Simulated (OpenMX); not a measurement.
The system is TaN.

```
CELL_PARAMETERS angstrom
0.00000 2.21132 2.21132
2.21132 0.00000 2.21132
2.21132 2.21132 0.00000
ATOMIC_POSITIONS crystal
Ta 0.50000 0.50000 0.50000
N 0.00000 0.00000 0.00000
```

The cell comes from a database or a generator and needn't be the stable form of this composition.

Program: OpenMX 3.8.5. Alike in all runs: task band structure; no spin polarisation; cell as given; smearing fermi-dirac 0.05 eV.

Task: Order these runs on this cell by their pressure, lowest first.
A. level PBE; potentials or basis OpenMX 2013 PBE set, Ta7.0-s3p2d2f1, N6.0-s2p2d1, grid cutoff 400 Ry; k mesh 7 × 7 × 7
B. level PBE; potentials or basis OpenMX 2013 PBE set, Ta7.0-s3p2d2, N6.0-s2p2, grid cutoff 400 Ry; k mesh 11 × 11 × 11
C. level LDA; potentials or basis OpenMX 2013 LDA set, Ta7.0-s3p2d2f1, N6.0-s2p2d1, grid cutoff 400 Ry; k mesh 11 × 11 × 11

Result: C (-21.3 GPa), A (-5.5 GPa), B (4.4 GPa).

Caveats: the basis of atomic orbitals isn't converged, which shifts pressures, moduli and gaps; so large a pressure means that the cell lies far from this level's equilibrium, or that cutoff or potentials fall short (some runs).
